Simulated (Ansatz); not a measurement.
# Cs2AgBiBr6 (Fm-3m) in Ansatz: band structure with PBEsol

Aim: the band structure of Cs2AgBiBr6 with PBEsol.

Everything below comes from runs of Ansatz 0.2.0. Logs are shortened: lines on timing, memory, paths and dates and some standing lists are left out, and cuts for length are marked.

## (1) The structure

The structure is cubic, space group Fm-3m (No. 225). Conventional cell: a = 11.232 Å, b = 11.232 Å, c = 11.232 Å, α = 90.00°, β = 90.00°, γ = 90.00°. Around Bi (site symmetry m-3m) lie 6 Br at 2.81 Å. Cs (site symmetry -43m) has 12 Br at 3.97 Å as nearest neighbours. Ag (site symmetry m-3m) is surrounded by 6 Br at 2.80 Å. Br (site symmetry 4mm) is surrounded by 1 Ag at 2.80 Å and 1 Bi at 2.81 Å.

## (2) Band structure, PBEsol

Contents of input.yaml:

```yaml
crystal:
  lattice:
    - [0.0, 5.6161, 5.6161]
    - [5.6161, 0.0, 5.6161]
    - [5.6161, 5.6161, 0.0]
  atoms:
    - { symbol: Bi, position: [0.0, 0.0, 0.0] }
    - { symbol: Cs, position: [0.75, 0.75, 0.75] }
    - { symbol: Cs, position: [0.25, 0.25, 0.25] }
    - { symbol: Ag, position: [0.5, 0.5, 0.5] }
    - { symbol: Br, position: [0.74945, 0.74945, 0.25055] }
    - { symbol: Br, position: [0.25055, 0.25055, 0.74945] }
    - { symbol: Br, position: [0.74945, 0.25055, 0.25055] }
    - { symbol: Br, position: [0.74945, 0.25055, 0.74945] }
    - { symbol: Br, position: [0.25055, 0.74945, 0.74945] }
    - { symbol: Br, position: [0.25055, 0.74945, 0.25055] }
hamiltonian:
  xc: pbesol
  pseudopotentials: { kind: paw }
kpoints:
  mp_grid: { grid: [4, 4, 4] }
  band_path:
    path:
      - [[0.0, 0.0, 0.0], [0.5, 0.0, 0.5], [0.5, 0.25, 0.75], [0.375, 0.375, 0.75], [0.0, 0.0, 0.0], [0.5, 0.5, 0.5], [0.625, 0.25, 0.625], [0.5, 0.25, 0.75], [0.5, 0.5, 0.5], [0.375, 0.375, 0.75]]
      - [[0.625, 0.25, 0.625], [0.5, 0.0, 0.5]]
    npoints: 10
scf:
  occupations: { method: fermi_dirac, width: 0.05 }
  n_extra_bands: 25
output:
  forces: true
  stress: true
  eigenvalues: true
  fatbands: true
```

Potentials or basis: Ansatz PAW.

Started as:

```sh
$ ansatz run input.yaml --threads 4 --pin off --max-ram 11264MiB --backend cpu --events-out ev --progress --plain --runs-dir out
```

The program printed:

```text
Warning: RAYON_NUM_THREADS=4 ignored (pool sized by the plan → 4); use --threads N
scf.n_extra_bands = 25 over 47 filled bands (N_el = 94.0): the run solves 72 bands
Engine: ansatz 0.2.0, aarch64-unknown-linux-gnu
Pseudopotentials: kind: paw
Pseudopotential: Bi, paw, valence charge 15, recommended cutoff 420 eV (normal), Bi.paw.azcp
Pseudopotential: Cs, paw, valence charge 9, recommended cutoff 420 eV (normal), Cs.paw.azcp
Pseudopotential: Ag, paw, valence charge 19, recommended cutoff 420 eV (normal), Ag.paw.azcp
Pseudopotential: Br, paw, valence charge 7, recommended cutoff 420 eV (normal), Br.paw.azcp
Functional definition: PBEsol
  exchange = pbesol_x
  correlation = pbesol_c
Crystal: 10 atoms, lattice volume = 354.270 Å³
Basis set: ecut = 420 eV, 6879 PW (Γ), exchange–correlation on 108×108×108 points (8 copies of the dense FFT grid, shifted against one another)
Bands: 72, of which v1, the nominal top of the filled ones, is band 47 counted from 1 (46 counted from 0)
Symmetry: 48 space group operations
Space group: Fm-3m (ITA 225), of the structure as read, at distance tolerance 7.1e-5 Å
k-points: 8 of 64
Non-local potential: Bi, projectors of the file, l = 0: 2, l = 1: 2, l = 2: 2, l = 3: 2
Non-local potential: Cs, projectors of the file, l = 0: 3, l = 1: 2, l = 2: 2, l = 3: 2
Non-local potential: Ag, projectors of the file, l = 0: 3, l = 1: 2, l = 2: 2, l = 3: 1
Non-local potential: Br, projectors of the file, l = 0: 2, l = 1: 2, l = 2: 2
PAW form: soft (Blöchl's): semilocal exchange-correlation on the pseudo side does not see the compensation charge
PAW frozen core: Bi, regenerated for the run's functional, and the local potential with it (the file was generated under x = pbe(κ = 0.804, μ = 0.2195149727645171), c = pbe(β = 0.06672455060314922))
PAW frozen core: Cs, regenerated for the run's functional, and the local potential with it (the file was generated under x = pbe(κ = 0.804, μ = 0.2195149727645171), c = pbe(β = 0.06672455060314922))
PAW frozen core: Ag, regenerated for the run's functional, and the local potential with it (the file was generated under x = pbe(κ = 0.804, μ = 0.2195149727645171), c = pbe(β = 0.06672455060314922))
PAW frozen core: Br, regenerated for the run's functional, and the local potential with it (the file was generated under x = pbe(κ = 0.804, μ = 0.2195149727645171), c = pbe(β = 0.06672455060314922))
PAW one-centre angular grid: Bi, 590 points (default); XC on 64 Gauss nodes
PAW one-centre angular grid: Cs, 194 points (default); XC on 64 Gauss nodes
PAW one-centre angular grid: Ag, 590 points (default); XC on 64 Gauss nodes
PAW one-centre angular grid: Br, 110 points (default); XC on 64 Gauss nodes
Initial density: superposition of atomic densities (neutral atoms: chi_scale 0, normalization atom), corrected by the library's trained network
Initial wavefunctions: pseudopotential atomic-orbital guess
Functional: x = pbesol(κ = 0.804, μ = 0.12345679012345678), c = pbesol(β = 0.046)
SCF iter   1: F=—  HF=-47365.883369 eV  |F-HF|=—  |Δ(HF+E_count)|=         —  Δρ=3.23e-3  dr2=4.72e-2  ethr=1.77e-3  ⟨swp⟩=7.9  Hψ=2926  notcnv=0  defer=88
preconditioner: auto → Resta (q_TF=auto, 2.187 Å⁻¹)  ε∞=3.0  [insulator: Δε(μ)=1.093 eV  Ē_g=11.779 eV  σ=0.050 eV  W_gap=1.00  n_scr=58 (ndim 8)  ℏωp=16.7 eV  f_vac=0.040  D(μ)=0.00/eV (n_scr^D=0)  ε∞_Penn≈3.0]
SCF iter   2: F=—  HF=-47365.875314 eV  |F-HF|=—  |Δ(HF+E_count)|=   8.05e-3  Δρ=1.18e-3  dr2=6.10e-3  ethr=5.02e-5  ⟨swp⟩=2.0  Hψ=1061  notcnv=0  defer=124
SCF iter   3: F=—  HF=-47365.874648 eV  |F-HF|=—  |Δ(HF+E_count)|=   6.67e-4  Δρ=5.73e-4  dr2=1.16e-3  ethr=6.49e-6  ⟨swp⟩=2.0  Hψ=607  notcnv=0  defer=124
SCF iter   4: F=—  HF=-47365.874774 eV  |F-HF|=—  |Δ(HF+E_count)|=   1.26e-4  Δρ=1.61e-4  dr2=7.18e-5  ethr=1.24e-6  ⟨swp⟩=2.0  Hψ=637  notcnv=0  defer=124
SCF iter   5: F=—  HF=-47365.874758 eV  |F-HF|=—  |Δ(HF+E_count)|=   1.57e-5  Δρ=3.08e-5  dr2=4.08e-6  ethr=7.64e-8  ⟨swp⟩=2.0  Hψ=762  notcnv=0  defer=124
SCF iter   6: F=—  HF=-47365.874763 eV  |F-HF|=—  |Δ(HF+E_count)|=   4.57e-6  Δρ=8.91e-6  dr2=3.56e-7  ethr=4.34e-9  ⟨swp⟩=2.0  Hψ=782  notcnv=0  defer=124
SCF iter   7: F=-47365.874763 eV  HF=-47365.874763 eV  |F-HF|=1.53e-8  |Δ(HF+E_count)|=   4.98e-7  Δρ=2.01e-6  dr2=3.64e-8  ethr=1.06e-10  ⟨swp⟩=16.2  Hψ=3818  notcnv=0
SCF 1 converged in 7 iterations: F = -47365.874763 eV  dr2 = 3.64e-8
NSCF: frozen V_eff on 102 k-points
SCF converged after 7 iterations
Free energy (F): -47365.874763 eV
Harris-Foulkes:  -47365.874763 eV  (|F-HF|=1.53e-8)
Internal energy: -47365.874762 eV  (E = F + TS)
E sigma→0 (E₀):  -47365.874763 eV
Entropy (-TS):   -0.000001 eV (-0.000 meV/atom)
Fermi energy:    4.906432 eV
--- Per-component energies (eV) ---
  E_band       = -808.739874
  E_kinetic    = 1914.274971
  E_local      = -8315.614388  (includes V_loc(G=0)·N_el)
  E_nonlocal   = 1136.607267
  E_hartree    = 3262.726091
  E_xc         = -2248.368019
  E_vxc        = -1253.337138  (∫ρ·V_xc dr)
  E_paw        = -37530.786630  (= ΣΔE_a)
  E_vpaw       = -816.124726  (= ΣTr[D̂ρ^β])
  E_aug_tail   = -0.000130  (compensation charges beyond the density's cutoff)
  E_ewald      = -5585.968359
  E_core_change = 1.254433  (= ΣΔE_core)
  E_smearing   = -0.000001  (= −TS)
  E_closure    = 0.000000  (closes the sum)
  Σ components = -47365.874763   (vs F -47365.874763, Δ=0.00e0)
--- Forces (eV/Å), atoms counted from 1 ---
  atom   1  Bi    -0.00000000     0.00000000    -0.00000000
  atom   2  Cs     0.00000000     0.00000000     0.00000000
  atom   3  Cs     0.00000000    -0.00000000     0.00000000
  atom   4  Ag     0.00000000     0.00000000     0.00000000
  atom   5  Br     0.00000000    -0.00000000    -0.30183261
  atom   6  Br     0.00000000    -0.00000000     0.30183261
  atom   7  Br     0.30183261    -0.00000000     0.00000000
  atom   8  Br    -0.00000000    -0.30183261    -0.00000000
  atom   9  Br    -0.30183261     0.00000000     0.00000000
  atom  10  Br     0.00000000     0.30183261     0.00000000
  max |Σ_I F_I| component: 1.73e-16 eV/Å
--- Stress (GPa, compression-positive) ---
       -0.022490      -0.000000      -0.000000
       -0.000000      -0.022490      -0.000000
        0.000000      -0.000000      -0.022490
  P = ⅓ Tr σ = -0.0225 GPa (-0.225 kbar)
--- Band table (eV; the first three rows and the last of 8) ---
  k-point 0: bands = ["-85.9515", "-49.4978", "-49.4978", "-49.4978", "-18.7056", "-18.7056", "-18.6577", "-18.6577", "-18.6577", "-16.4367", "-16.4301", "-10.5730", "-9.9104", "-9.9104", "-9.9104", "-9.6946", "-9.6946", "-6.1535", "-3.3233", "-3.3233", "-3.3233", "-3.2555", "-3.2555", "-3.2555", "-0.0351", "-0.0351", "-0.0351", "0.4844", "0.4844", "0.9690", "0.9690", "0.9690", "1.2671", "2.1976", "2.1976", "2.1976", "2.4710", "2.4710", "2.4710", "2.6758", "2.6758", "2.6758", "3.0971", "3.0971", "3.0971", "3.6287", "3.6287", "6.5441", "6.5441", "6.5441", "7.7756", "8.7228", "8.7228", "9.2865", "9.3584", "9.6091", "9.6091", "9.6091", "9.9274", "9.9274", "9.9274", "11.4440", "11.4440", "12.7218", "12.7218", "12.7218", "13.3049", "13.3049", "13.3049", "13.3689", "13.3689", "13.3689"]
  k-point 1: bands = ["-85.9515", "-49.4978", "-49.4978", "-49.4978", "-18.7056", "-18.7056", "-18.6577", "-18.6577", "-18.6577", "-16.4356", "-16.4309", "-10.5274", "-9.9857", "-9.8925", "-9.8925", "-9.7155", "-9.7155", "-6.0894", "-3.3022", "-3.3022", "-3.2743", "-3.2534", "-3.2534", "-3.2276", "-0.4273", "-0.1809", "-0.1809", "0.8716", "0.8716", "0.9626", "1.0134", "1.0134", "1.5724", "2.0604", "2.0604", "2.1284", "2.4737", "2.4737", "2.5527", "2.6754", "2.6754", "2.7205", "2.8012", "2.8012", "2.9949", "3.2411", "3.2411", "6.0161", "7.2601", "7.2601", "8.3466", "9.0755", "9.0755", "9.3104", "9.7654", "9.9120", "9.9120", "9.9535", "10.1332", "10.1332", "10.5001", "11.2287", "11.2287", "12.0028", "12.6365", "12.6365", "12.7132", "12.9012", "12.9012", "13.0163", "13.0163", "13.4171"]
  k-point 2: bands = ["-85.9515", "-49.4978", "-49.4978", "-49.4978", "-18.7056", "-18.7056", "-18.6577", "-18.6577", "-18.6577", "-16.4331", "-16.4331", "-10.4663", "-10.0758", "-9.8692", "-9.8692", "-9.7419", "-9.7419", "-6.0247", "-3.2672", "-3.2672", "-3.2650", "-3.2650", "-3.2121", "-3.2112", "-0.7008", "-0.2658", "-0.2658", "0.9854", "1.0531", "1.0531", "1.4655", "1.4859", "1.4859", "1.9556", "1.9556", "1.9686", "1.9686", "2.2517", "2.4944", "2.4944", "2.7429", "2.7845", "2.7913", "2.7913", "2.9179", "3.0465", "3.0465", "5.4923", "7.9910", "7.9910", "9.1126", "9.2754", "9.6179", "9.6179", "9.8362", "9.8362", "10.4056", "10.4885", "10.6871", "10.6871", "10.9815", "10.9815", "11.1897", "11.4645", "11.8445", "12.1406", "12.1406", "12.2885", "12.6788", "12.6788", "13.1586", "13.1586"]
  k-point 7: bands = ["-85.9515", "-49.4978", "-49.4978", "-49.4978", "-18.7056", "-18.7056", "-18.6577", "-18.6577", "-18.6577", "-16.4329", "-16.4329", "-10.4469", "-10.0053", "-9.9170", "-9.9170", "-9.7750", "-9.7239", "-6.0093", "-3.2457", "-3.2457", "-3.2421", "-3.2410", "-3.2155", "-3.2155", "-0.4456", "0.1108", "0.1108", "0.4315", "0.6823", "0.9700", "0.9700", "1.1117", "1.6830", "1.8158", "1.8158", "2.0029", "2.1643", "2.1783", "2.1783", "2.5402", "2.5402", "2.6185", "2.7439", "2.8415", "2.8415", "3.0250", "4.2216", "6.8865", "7.2845", "7.2845", "9.5337", "9.9709", "9.9709", "10.0718", "10.2422", "10.2422", "10.2598", "10.5568", "10.6591", "10.9715", "11.0681", "11.0681", "11.2758", "11.3080", "11.3080", "11.4829", "11.4829", "11.7787", "11.9761", "12.5098", "12.8731", "12.8731"]
```

It took 54 s on 4 threads of Arm Neoverse V1, shared host; peak memory 1.6 GiB.

Results:

```
Free energy             : -47365.8748 eV
Pressure                : 0.0 GPa
Largest force           : 0.302 eV/Å
Band gap on the k mesh  : 1.17 eV, indirect (least direct gap 2.39 eV)
Band gap along the path : 1.17 eV, indirect (least direct gap 2.26 eV)
```

Forces on the atoms (eV/Å):
```
Bi   0.000  0.000  0.000
Cs   0.000  0.000  0.000
Cs   0.000  0.000  0.000
Ag   0.000  0.000  0.000
Br   0.000  0.000 -0.302
Br   0.000  0.000  0.302
Br   0.302  0.000  0.000
Br   0.000 -0.302  0.000
Br  -0.302  0.000  0.000
Br   0.000  0.302  0.000
```

Levels at the corners of the path, in eV from the valence-band top:
| point | band 45 | band 46 | band 47 | band 48 | band 49 | band 50 |
| --- | --- | --- | --- | --- | --- | --- |
| Γ | -1.23 | -0.69 | -0.69 | 2.22 | 2.22 | 2.22 |
| X | -1.24 | -0.70 | 0.00 | 2.75 | 2.75 | 3.14 |
| W | -1.48 | -1.30 | -0.10 | 2.56 | 2.96 | 2.96 |
| K | -1.41 | -1.04 | -0.21 | 2.25 | 3.04 | 3.27 |
| Γ | -1.23 | -0.69 | -0.69 | 2.22 | 2.22 | 2.22 |
| L | -1.41 | -1.28 | -1.28 | 1.17 | 3.67 | 3.67 |
| U | -1.41 | -1.04 | -0.21 | 2.25 | 3.04 | 3.27 |
| W | -1.48 | -1.30 | -0.10 | 2.56 | 2.96 | 2.96 |
| L | -1.41 | -1.28 | -1.28 | 1.17 | 3.67 | 3.67 |
| K | -1.41 | -1.04 | -0.21 | 2.25 | 3.04 | 3.27 |
| U | -1.41 | -1.04 | -0.21 | 2.25 | 3.04 | 3.27 |
| X | -1.24 | -0.70 | 0.00 | 2.75 | 2.75 | 3.14 |

Caveat: spin-orbit coupling is left out, which as a rule narrows the gap of such compounds by several tenths of an eV; the PAW data sets come from PBE, with cores solved anew for the run's functional, which leaves a small shift of forces and pressure. A hybrid or GW would open this gap; PBEsol tends to underestimate it.
